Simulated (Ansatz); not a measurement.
# Co (P6_3/mmc) in Ansatz: equation of state, part 2 of 2

Ansatz 0.2.0.

### 5 Single point, PBE, collinear spin, ferromagnetic start, 10.64 Å³/atom

File input.yaml:

```yaml
crystal:
  lattice:
    - [2.4719999032, 0.0, 0.0]
    - [-1.2359999516, 2.1408147143, 0.0]
    - [0.0, 0.0, 4.02114408]
  atoms:
    - { symbol: Co, position: [0.6666666667, 0.3333333333, 0.75], spin: 2.0 }
    - { symbol: Co, position: [0.3333333333, 0.6666666667, 0.25], spin: 2.0 }
hamiltonian:
  xc: pbe
  pseudopotentials: { kind: paw }
magnetization:
  spin_polarized: true
kpoints:
  mp_grid: { grid: [12, 12, 7] }
scf:
  occupations: { method: fermi_dirac, width: 0.05 }
output:
  forces: true
  stress: true
  eigenvalues: true
  write_density: true
  write_potential: true
  elf: true
  volumetric_format: npy
```

Potentials or basis: Ansatz PAW.

On the command line:

```console
$ ansatz run input.yaml --threads 1 --pin off --max-ram 2560MiB --backend cpu --events-out ev --progress --plain --runs-dir out
```

Output:

```text
Warning: RAYON_NUM_THREADS=1 ignored (pool sized by the plan → 1); use --threads N
Engine: ansatz 0.2.0, aarch64-unknown-linux-gnu
Pseudopotentials: kind: paw
Pseudopotential: Co, paw, valence charge 17, recommended cutoff 420 eV (normal), Co.paw.azcp
Functional definition: PBE
  parameter kappa = 0.804
  parameter beta = 0.06672455060314922
  exchange = pbe_x(kappa = kappa, mu = beta*pi^2/3)
  correlation = pbe_c(beta = beta)
Crystal: 2 atoms, lattice volume = 21.280 Å³
Basis set: ecut = 420 eV, 391 PW (Γ), exchange–correlation on 36×36×54 points (8 copies of the dense FFT grid, shifted against one another)
Bands: 23, of which v1, the nominal top of the filled ones, is band 17 counted from 1 (16 counted from 0)
Symmetry: 24 space group operations
Space group: P63/mmc (ITA 194), of the structure as read, at distance tolerance 2.8e-5 Å
Magnetic group: BNS 194.263 (UNI 1493), of the structure as read, at distance tolerance 2.8e-5 Å
k-points: 76 of 1008
Non-local potential: Co, projectors of the file, l = 0: 3, l = 1: 2, l = 2: 3, l = 3: 1
PAW form: soft (Blöchl's): semilocal exchange-correlation on the pseudo side does not see the compensation charge
PAW one-centre angular grid: Co, 590 points (default); XC on 64 Gauss nodes
Initial density: superposition of atomic densities (chi_scale 0.1, normalization cell)
Starting moments: Σ|m| = 4 μB on 2 of 2 sites
Initial wavefunctions: pseudopotential atomic-orbital guess
Functional: x = pbe(κ = 0.804, μ = 0.2195149727645171), c = pbe(β = 0.06672455060314922)
SCF iter   1: F=—  HF=-10251.655119 eV  |F-HF|=—  |Δ(HF+E_count)|=         —  Δρ=8.08e-2 (↑6.24e-2 ↓8.08e-2)  dr2=2.44e0  dr2_m=5.14e-2  M=3.445 μB ∫|m|=3.585 μB  β_m=0.30  ethr=3.10e-3  ⟨swp⟩=5.3  Hψ=13160  notcnv=0
Mixer restart at iter 1: flushing history
preconditioner: auto → none  [metal: Δε(μ)=0.018 eV  Ē_g=9.273 eV  σ=0.050 eV  W_gap=0.09  n_scr=8 (ndim 8)  ℏωp=34.2 eV  f_vac=0.000  D(μ)=1.72/eV (n_scr^D=22)  sad-step TF]
SCF iter   2: F=—  HF=-10250.903385 eV  |F-HF|=—  |Δ(HF+E_count)|=   7.52e-1  Δρ=3.06e-2 (↑1.21e-2 ↓3.06e-2)  dr2=1.71e-1  dr2_m=5.50e-2  M=3.474 μB ∫|m|=3.657 μB  β_m=0.35  ethr=3.10e-3  ⟨swp⟩=2.6  Hψ=6587  notcnv=0  defer=90
SCF iter   3: F=—  HF=-10251.472211 eV  |F-HF|=—  |Δ(HF+E_count)|=   5.69e-1  Δρ=1.69e-2 (↑1.69e-2 ↓7.90e-3)  dr2=2.05e-2  dr2_m=1.89e-2  M=3.413 μB ∫|m|=3.642 μB  β_m=0.52  ethr=5.02e-4  ⟨swp⟩=2.2  Hψ=4874  notcnv=0  defer=90
SCF iter   4: F=—  HF=-10252.040416 eV  |F-HF|=—  |Δ(HF+E_count)|=   5.68e-1  Δρ=1.39e-2 (↑1.39e-2 ↓1.34e-2)  dr2=7.62e-2  dr2_m=3.91e-3  M=3.314 μB ∫|m|=3.586 μB  β_m=0.76  ethr=6.02e-5  ⟨swp⟩=2.6  Hψ=6440  notcnv=0  defer=90
SCF iter   5: F=—  HF=-10252.288592 eV  |F-HF|=—  |Δ(HF+E_count)|=   2.48e-1  Δρ=1.65e-3 (↑1.65e-3 ↓1.38e-3)  dr2=1.13e-4  dr2_m=4.12e-4  M=3.227 μB ∫|m|=3.533 μB  β_m=0.73  ethr=6.02e-5  ⟨swp⟩=2.3  Hψ=7052  notcnv=0  defer=84
SCF iter   6: F=—  HF=-10252.298642 eV  |F-HF|=—  |Δ(HF+E_count)|=   1.01e-2  Δρ=1.12e-3 (↑1.12e-3 ↓2.46e-4)  dr2=2.52e-4  dr2_m=5.11e-5  M=3.215 μB ∫|m|=3.528 μB  β_m=0.87  ethr=3.33e-7  ⟨swp⟩=2.1  Hψ=7397  notcnv=0  defer=57
SCF iter   7: F=—  HF=-10252.299660 eV  |F-HF|=—  |Δ(HF+E_count)|=   1.02e-3  Δρ=1.16e-4 (↑1.16e-4 ↓5.47e-5)  dr2=1.10e-6  dr2_m=8.01e-7  M=3.210 μB ∫|m|=3.526 μB  β_m=0.90  ethr=3.33e-7  ⟨swp⟩=2.0  Hψ=6146  notcnv=0  defer=57
SCF iter   8: F=—  HF=-10252.299664 eV  |F-HF|=—  |Δ(HF+E_count)|=   3.40e-6  Δρ=4.14e-5 (↑4.14e-5 ↓1.22e-5)  dr2=2.96e-7  dr2_m=6.47e-8  M=3.209 μB ∫|m|=3.526 μB  β_m=0.92  ethr=3.25e-9  ⟨swp⟩=1.6  Hψ=4180  notcnv=0  defer=57
SCF iter   9: F=—  HF=-10252.299664 eV  |F-HF|=—  |Δ(HF+E_count)|=   6.91e-8  Δρ=5.86e-6 (↑5.86e-6 ↓1.45e-6)  dr2=3.80e-9  dr2_m=2.11e-9  M=3.209 μB ∫|m|=3.526 μB  β_m=0.96  ethr=8.70e-10  ⟨swp⟩=2.1  Hψ=4506  notcnv=0  defer=57
SCF iter  10: F=-10252.299664 eV  HF=-10252.299664 eV  |F-HF|=8.91e-11  |Δ(HF+E_count)|=  2.44e-10  Δρ=7.55e-7 (↑4.26e-7 ↓7.55e-7)  dr2=1.20e-10  dr2_m=6.84e-12  M=3.209 μB ∫|m|=3.526 μB  ethr=1.12e-11  ⟨swp⟩=5.7  Hψ=17938  notcnv=0
SCF 1 converged in 10 iterations: F = -10252.299664 eV  dr2 = 1.20e-10
SCF converged after 10 iterations
Magnetization: 3.2091 μB (18.6046 up, 15.3954 down)
Absolute magnetization: 3.5271 μB (∫|ρ↑−ρ↓|, with the PAW one-centre terms)
Spin contamination: 0.0536 ħ² per cell (⟨S²⟩ above its minimum at these occupations)
Per-site moments (μB) at R_I (Å): [(1.67759443680078, 1.017072079847606), (1.6775944368007805, 1.017072079847606)]
Free energy (F): -10252.299664 eV
Harris-Foulkes:  -10252.299664 eV  (|F-HF|=8.91e-11)
Internal energy: -10252.283984 eV  (E = F + TS)
E sigma→0 (E₀):  -10252.291824 eV
Entropy (-TS):   -0.015680 eV (-7.840 meV/atom)
Fermi energy:    19.134852 eV
--- Per-component energies (eV) ---
  E_band       = -473.707904
  E_kinetic    = 908.524598
  E_local      = -5608.904969  (includes V_loc(G=0)·N_el)
  E_nonlocal   = 908.113463
  E_hartree    = 2353.394436
  E_xc         = -318.482842
  E_vxc        = -411.018539  (∫ρ·V_xc dr)
  E_paw        = -3030.375780  (= ΣΔE_a)
  E_vpaw       = -977.210441  (= ΣTr[D̂ρ^β])
  E_aug_tail   = 0.000156  (compensation charges beyond the density's cutoff)
  E_ewald      = -5464.553046
  E_smearing   = -0.015680  (= −TS)
  E_closure    = 0.000000  (closes the sum)
  Σ components = -10252.299664   (vs F -10252.299664, Δ=0.00e0)
--- Forces (eV/Å), atoms counted from 1 ---
  atom   1  Co     0.00000000    -0.00000000     0.00000000
  atom   2  Co    -0.00000000     0.00000000     0.00000000
  max |Σ_I F_I| component: 9.25e-18 eV/Å
--- Stress (GPa, compression-positive) ---
        5.675524       0.000000       0.000000
        0.000000       5.675524       0.000000
        0.000000       0.000000       2.896358
  P = ⅓ Tr σ = 4.7491 GPa (47.491 kbar)
--- Band table (eV; the first three rows and the last of 152) ---
  k-point 0 ↑: bands = ["-76.9423", "-76.8815", "-40.3505", "-40.0451", "-40.0451", "-40.0020", "-39.9956", "-39.9956", "9.9959", "13.8493", "16.4510", "16.5076", "16.5076", "16.8269", "16.8269", "17.2119", "17.2119", "18.3358", "18.3358", "18.8810", "25.5217", "41.1400", "43.7807"]
  k-point 1 ↑: bands = ["-76.9393", "-76.8845", "-40.3335", "-40.0427", "-40.0427", "-40.0196", "-39.9980", "-39.9980", "10.2031", "13.8003", "16.3973", "16.4575", "16.4575", "16.7715", "16.7715", "17.3360", "17.3360", "18.1332", "18.3232", "18.3232", "26.6798", "41.0352", "42.7780"]
  k-point 2 ↑: bands = ["-76.9309", "-76.8930", "-40.2858", "-40.0685", "-40.0358", "-40.0358", "-40.0049", "-40.0049", "10.8052", "13.5253", "16.2627", "16.3970", "16.3970", "16.6392", "16.6392", "16.9016", "17.6031", "17.6031", "18.2629", "18.2629", "29.2531", "39.2121", "41.4449"]
  k-point 75 ↓: bands = ["-74.8116", "-74.8116", "-38.2786", "-38.2786", "-38.2169", "-38.1919", "-38.0542", "-38.0542", "16.3947", "16.4706", "16.5011", "16.5011", "17.3481", "17.3481", "18.8343", "19.1028", "20.2575", "20.2575", "25.5511", "25.5511", "26.6652", "27.9171", "29.6208"]
```

v_z.tsv:

```text
# z_ang	v_es[eV]	v_tot_up[eV]	v_tot_dn[eV]
# format = ansatz-planar-average/11
# xc	pbe
# density_cutoff_ev	1680
# datasets	Co=:simpson_from_first_knot:soft
# lattice	2.471999903	0.000000000	0.000000000
# lattice	-1.235999952	2.140814714	0.000000000
# lattice	0.000000000	0.000000000	4.021144080
# sites	2
# site	27	1.235999952	0.713604905	3.015858060
# site	27	0.000000000	1.427209810	1.005286020
0.000000	1.812307e1	7.492178e0	7.022330e0
0.148931	1.710202e1	6.216194e0	5.870163e0
0.297863	1.407234e1	2.428375e0	2.348473e0
0.446794	9.630825e0	-3.160332e0	-3.026121e0
0.595725	4.960143e0	-9.162551e0	-8.939736e0
0.744656	1.110998e0	-1.426776e1	-1.403504e1
[... 19 lines left out ...]
3.723282	1.407234e1	2.428375e0	2.348473e0
3.872213	1.710202e1	6.216194e0	5.870163e0
```

Run time: 5.3 s. Hardware: 1 thread of Arm Neoverse V2, shared host; peak memory 0.33 GiB.

Results:

```
Free energy            : -10252.2997 eV
Pressure               : 4.7 GPa
Band gap on the k mesh : none (metal or under the smearing width)
Net moment             : 3.21 μB per cell
Absolute moment        : 3.53 μB per cell
Site moments           : Co +1.68 μB
```

### 6 Single point, PBE, collinear spin, ferromagnetic start, 10.85 Å³/atom (volume scaled by 1.02)

input.yaml: that of step 5 with these lines changed.

```diff
@@ -2,5 +2,5 @@
   lattice:
-    - [2.4719999032, 0.0, 0.0]
-    - [-1.2359999516, 2.1408147143, 0.0]
-    - [0.0, 0.0, 4.02114408]
+    - [2.4883712406, 0.0, 0.0]
+    - [-1.2441856203, 2.1549927084, 0.0]
+    - [0.0, 0.0, 4.0477749493]
   atoms:
@@ -21,5 +21 @@
   eigenvalues: true
-  write_density: true
-  write_potential: true
-  elf: true
-  volumetric_format: npy
```

Potentials or basis: Ansatz PAW.

On the command line:

```console
$ ansatz run input.yaml --threads 1 --pin off --max-ram 2560MiB --backend cpu --events-out ev --progress --plain --runs-dir out
```

Wall time 4.2 s (1 thread of Arm Neoverse V2, shared host); peak memory 0.33 GiB.

It converged, with:

* Free energy: -10252.3064 eV
* Pressure: 0.4 GPa
* Band gap on the k mesh: none (metal or under the smearing width)
* Net moment: 3.25 μB per cell
* Absolute moment: 3.58 μB per cell
* Site moments: Co +1.70 μB

### 7 Single point, PBE, collinear spin, ferromagnetic start, 11.07 Å³/atom (volume scaled by 1.04)

input.yaml: that of step 6 with these lines changed.

```diff
@@ -2,5 +2,5 @@
   lattice:
-    - [2.4883712406, 0.0, 0.0]
-    - [-1.2441856203, 2.1549927084, 0.0]
-    - [0.0, 0.0, 4.0477749493]
+    - [2.5045299482, 0.0, 0.0]
+    - [-1.2522649741, 2.1689865596, 0.0]
+    - [0.0, 0.0, 4.0740599388]
   atoms:
@@ -21 +21,5 @@
   eigenvalues: true
+  write_density: true
+  write_potential: true
+  elf: true
+  volumetric_format: npy
```

On the command line:

```console
$ ansatz run input.yaml --threads 1 --pin off --max-ram 2560MiB --backend cpu --events-out ev --progress --plain --runs-dir out
```

Run time: 5.2 s. Hardware: 1 thread of Arm Neoverse V2, shared host; peak memory 0.34 GiB.

It converged, with:

```yaml
Free_energy: -10252.3022 eV
Pressure: -3.5 GPa
Band_gap_on_the_k_mesh: none (metal or under the smearing width)
Net_moment: 3.29 μB per cell
Absolute_moment: 3.63 μB per cell
Site_moments: Co +1.72 μB
```

### 8 Single point, PBE, collinear spin, ferromagnetic start, 11.28 Å³/atom (volume scaled by 1.06)

input.yaml: that of step 7 with these lines changed.

```diff
@@ -2,5 +2,5 @@
   lattice:
-    - [2.5045299482, 0.0, 0.0]
-    - [-1.2522649741, 2.1689865596, 0.0]
-    - [0.0, 0.0, 4.0740599388]
+    - [2.5204827983, 0.0, 0.0]
+    - [-1.2602413992, 2.1828021331, 0.0]
+    - [0.0, 0.0, 4.1000100648]
   atoms:
@@ -21,5 +21 @@
   eigenvalues: true
-  write_density: true
-  write_potential: true
-  elf: true
-  volumetric_format: npy
```

On the command line:

```console
$ ansatz run input.yaml --threads 1 --pin off --max-ram 2560MiB --backend cpu --events-out ev --progress --plain --runs-dir out
```

Run time: 4.3 s. Hardware: 1 thread of Arm Neoverse V2, shared host; peak memory 0.34 GiB.

Results (log left out):

```yaml
Free_energy: -10252.2881 eV
Pressure: -7.0 GPa
Band_gap_on_the_k_mesh: none (metal or under the smearing width)
Net_moment: 3.32 μB per cell
Absolute_moment: 3.67 μB per cell
Site_moments: Co +1.74 μB
```

### 9 Equation of state, PBE, collinear spin, ferromagnetic start

Potentials or basis: Ansatz PAW.

No new run: the results of the series are fitted here.

Results:

```
Equilibrium volume                        : 10.87 Å³/atom
Bulk modulus at fixed shape and positions : 208 GPa
Pressure derivative of the bulk modulus   : 4.2
```

Energy against volume, from the lowest point:
```
volume (Å³/atom)  energy (meV/atom)
          10.002              52.57
          10.215              28.95
          10.427              12.81
          10.640               3.37
          10.853               0.00
          11.066               2.11
          11.279               9.15
```

Caveat: the cell was scaled at fixed shape and fractional positions, which overstates the stiffness of a crystal with free parameters, most of all of layers and chains.
